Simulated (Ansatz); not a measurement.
Input for Ansatz (plane-wave DFT, PAW):

```yaml
crystal:
  lattice:
    - [-2.3799, 2.518025, 2.418]
    - [2.46805, -2.518025, 2.50615]
    - [2.3799, 2.518025, -2.418]
  atoms:
    - { symbol: Ba, position: [0.0, 0.0, 0.0] }
basis:
  ecutwfc: 420
kpoints:
  mp_grid: { grid: [10, 10, 10] }
hamiltonian:
  xc: pbe
scf:
  occupations: { method: gaussian, width: 0.1 }
output:
  forces: true
  stress: true
  eigenvalues: true
  write_density: true
  write_potential: true
  elf: true
  volumetric_format: npy
```

Run as
```bash
ansatz run input.yaml --threads 1 --pin off --max-ram 1331MiB --backend cpu --events-out ev --progress --plain --runs-dir out
```

Level of theory: DFT PBE, scalar-relativistic, plane waves, PAW in Ansatz.

Part of what the program printed, abridged:

```
Pseudopotentials: kind: paw
Pseudopotential: Ba, paw, valence charge 10, recommended cutoff 420 eV (normal)
Functional definition: PBE
Crystal: 1 atom, lattice volume = 60.091 Å³
Basis set: ecut = 420 eV, 1167 PW (Γ), exchange–correlation on 60×60×60 points (8 copies of the dense FFT grid, shifted against one another)
Bands: 9, of which v1, the nominal top of the filled ones, is band 5 counted from 1 (4 counted from 0)
Symmetry: 4 space group operations
Space group: C2/m (ITA 12), of the structure as read, at distance tolerance 3.9e-5 Å
k-points: 282 of 1000
Initial density: superposition of atomic densities (neutral atoms: chi_scale 0, normalization atom), corrected by the library's trained network
Initial wavefunctions: pseudopotential atomic-orbital guess
Functional: x = pbe(κ = 0.804, μ = 0.21951497), c = pbe(β = 0.06672455)
SCF iter   1: F=—  HF=-5949.534281 eV  |F-HF|=—  |Δ(HF+E_count)|=         —  Δρ=1.11e-3  dr2=1.08e-3  ethr=1.77e-3  ⟨swp⟩=7.7  Hψ=25490  notcnv=0
SCF iter   2: F=—  HF=-5949.534376 eV  |F-HF|=—  |Δ(HF+E_count)|=   9.48e-5  Δρ=7.82e-4  dr2=5.72e-4  ethr=1.08e-5  ⟨swp⟩=2.5  Hψ=5712  notcnv=0
SCF iter   3: F=—  HF=-5949.534423 eV  |F-HF|=—  |Δ(HF+E_count)|=   4.65e-5  Δρ=1.33e-4  dr2=1.25e-5  ethr=5.72e-6  ⟨swp⟩=2.9  Hψ=3954  notcnv=0
SCF iter   4: F=—  HF=-5949.534426 eV  |F-HF|=—  |Δ(HF+E_count)|=   3.33e-6  Δρ=6.36e-5  dr2=1.56e-6  ethr=1.25e-7  ⟨swp⟩=2.6  Hψ=3974  notcnv=0
SCF iter   5: F=-5949.534427 eV  HF=-5949.534427 eV  |F-HF|=4.36e-9  |Δ(HF+E_count)|=   1.38e-6  Δρ=9.00e-6  dr2=6.54e-8  ethr=1.56e-8  ⟨swp⟩=2.0  Hψ=3691  notcnv=0
SCF iter   6: F=-5949.534427 eV  HF=-5949.534427 eV  |F-HF|=1.05e-9  |Δ(HF+E_count)|=   1.63e-8  Δρ=1.73e-6  dr2=2.34e-9  ethr=6.54e-10  ⟨swp⟩=6.3  Hψ=15387  notcnv=0
SCF 1 converged in 6 iterations: F = -5949.534427 eV  dr2 = 2.34e-9
SCF converged after 6 iterations
Free energy (F): -5949.534427 eV
Harris-Foulkes:  -5949.534427 eV  (|F-HF|=1.05e-9)
Internal energy: -5949.527167 eV  (E = F + TS)
E sigma→0 (E₀):  -5949.530797 eV
Entropy (-TS):   -0.007261 eV (-7.261 meV/atom)
Fermi energy:    6.176716 eV
--- Per-component energies (eV) ---
  E_band       = -80.637180
  E_kinetic    = 166.763000
  E_local      = -365.131000  (includes V_loc(G=0)·N_el)
  E_nonlocal   = 57.174006
  E_hartree    = 115.092400
  E_xc         = -166.693877
  E_vxc        = -133.835892  (∫ρ·V_xc dr)
  E_paw        = -5225.857836  (= ΣΔE_a)
  E_vpaw       = -35.792659  (= ΣTr[D̂ρ^β])
  E_aug_tail   = -0.000002  (compensation charges beyond the density's cutoff)
  E_ewald      = -530.873859
  E_smearing   = -0.007261  (= −TS)
--- Forces (eV/Å), atoms counted from 1 ---
  atom   1  Ba     0.00000000     0.00000000     0.00000000
--- Stress (GPa, compression-positive) ---
        0.573215       0.000000      -0.367316
        0.000000       0.410475       0.000000
       -0.367316       0.000000       0.481651
  P = ⅓ Tr σ = 0.4884 GPa (4.884 kbar)
--- Band table (eV; the first three rows and the last of 282) ---
  k-point 0: bands = ["-22.5933", "-7.5283", "-7.5148", "-7.5022", "3.4360", "7.8842", "8.1766", "8.1930", "9.4004"]
  k-point 1: bands = ["-22.5882", "-7.5712", "-7.5359", "-7.5108", "3.6322", "7.8332", "8.0194", "8.3110", "9.2098"]
  k-point 2: bands = ["-22.5748", "-7.7113", "-7.5772", "-7.5143", "4.1585", "7.5457", "7.5799", "8.8235", "9.1627"]
  k-point 281: bands = ["-22.5002", "-7.9094", "-7.9073", "-7.8373", "5.5589", "5.6241", "10.2370", "10.3721", "10.6068"]
```

Self-consistency was reached.